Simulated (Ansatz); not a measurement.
A run of Ansatz 0.2.0 is set up as follows.

Contents of input.yaml:

```yaml
crystal:
  lattice:
    - [0.0, 1.8312856224, 1.8312856224]
    - [1.8312856224, 0.0, 1.8312856224]
    - [1.8312856224, 1.8312856224, 0.0]
  atoms:
    - { symbol: Cu, position_ang: [0.0, 0.0, 0.0] }
kpoints:
  mp_grid: { grid: [10, 10, 10] }
scf:
  occupations: { method: fermi_dirac, width: 0.1 }
hamiltonian:
  xc: pbesol
  pseudopotentials: { kind: all_electron, lapw: { basis_error: 0.001 } }
  hubbard:
    sites: [{ species: Cu, l: d, u_eff: 5 }]
    double_counting: fll
    projectors: ortho-atomic
magnetization:
  noncollinear: true
  spin_orbit: true
output:
  forces: true
  stress: true
  eigenvalues: true
  hubbard: {}
```

Potentials or basis: all-electron LAPW, relativistic spinors.

Run with:

```sh
$ ansatz run input.yaml --threads 1 --pin off --max-ram 2560MiB --backend cpu --events-out ev --progress --plain --runs-dir out
```

Task: Predict the pressure.

Result: -8.4 GPa.

Task: What does it give for the band gap on the k mesh?

Result: None (metal or under the smearing width).

Caveat: U without spin polarisation on a metal has little footing; the U is typed as a test and isn't derived for this compound.
